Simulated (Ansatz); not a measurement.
Crystal: C.

```
C
1.0
     2.52210    0.00000    0.00000
    -1.26105    2.18420    0.00000
     0.00000    0.00000    8.23710
C
8
Cartesian
  1.2611 0.7281 6.9501
  0.0000 1.4561 2.8315
  1.2611 0.7281 5.4056
  0.0000 1.4561 1.2870
  0.0000 0.0000 7.4649
  0.0000 0.0000 3.3463
  0.0000 0.0000 4.8908
  0.0000 0.0000 0.7722
```

This is a hexagonal form of diamond, not graphite.

Base run:

| Quantity | Value |
| --- | --- |
| Program | Ansatz 0.2.0 |
| Functional | revPBE |
| Potentials or basis | Ansatz PAW |
| Cutoff | 420 eV (not typed: the program's choice for these potentials) |
| k mesh | 12 × 12 × 4 |
| Occupations | fermi-dirac, width 0.05 eV |
| Spin | no spin polarisation |

Its results: band gap on the k mesh 4.42 eV, indirect (least direct gap 5.19 eV); pressure 6.9 GPa; largest force 0.328 eV/Å.

The run is repeated on the same cell with these changes: functional from revPBE to PBE. What comes out?

Band gap on the k mesh 4.42 eV, indirect (least direct gap 5.19 eV); pressure 2.3 GPa; largest force 0.329 eV/Å.

PBE binds more tightly than revPBE, so the same cell stands under less pressure.

Caveats: the PAW data sets come from PBE, with cores solved anew for the run's functional, which leaves a small shift of forces and pressure (some runs).
